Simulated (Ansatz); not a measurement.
MgTe under changes of volume

One of the cells (33.761 Å³/atom); the others are scaled copies at fixed shape and fractional positions:

```
Te Mg
1.0
     0.00000    3.23200    3.23200
     3.23200    0.00000    3.23200
     3.23200    3.23200    0.00000
Te Mg
1 1
Direct
  0.25000 0.25000 0.25000
  0.00000 0.00000 0.00000
```

The cell comes from a database or a generator and needn't be the stable form of this composition.

```yaml
Program: Ansatz 0.2.0
Functional: PBE
Potentials_or_basis: Ansatz PAW
Cutoff: "420 eV (not typed: the program's choice for these potentials)"
k_mesh: 7 × 7 × 7
Occupations: fermi-dirac, width 0.05 eV
Spin: no spin polarisation
```

| volume (Å³/atom) | energy over the lowest point (meV/atom) | pressure (GPa) | gap on the mesh (eV) |
| --- | --- | --- | --- |
| 31.735 | 26.50 | 3.3 | 2.70 |
| 32.410 | 14.50 | 2.4 | 2.60 |
| 33.086 | 6.33 | 1.5 | 2.51 |
| 33.761 | 1.60 | 0.7 | 2.42 |
| 34.436 | 0.00 | 0.0 | 2.33 |
| 35.111 | 1.21 | -0.6 | 2.25 |
| 35.787 | ? | ? | ? |

**Question.** What does the run at 35.787 Å³/atom give?

**Answer.** Energy over the lowest point 4.98 meV/atom; pressure -1.2 GPa; gap on the mesh 2.17 eV.

Worked out: A Birch-Murnaghan fit of order 3 (a polynomial in V^(-2/3)) to the other rows has its minimum at 34.47 Å³/atom with B0 = V·E''(V) = 34 GPa and B' = 4.2. It gives 4.97 meV/atom at 35.787 Å³/atom, against the run's 4.98, and -dE/dV = -1.2 GPa, against -1.2. A straight line through the other rows of the gap, of slope -4.45 eV per unit of ln V (its deformation potential), extrapolates to 2.16 eV, against the run's 2.17.

Energies are extrapolated to zero smearing.

Caveats: odd divisions of the mesh miss points on the zone boundary, where band edges often lie, so the gap on the mesh can be too wide; spin-orbit coupling is left out, which moves the levels of the heavy elements.
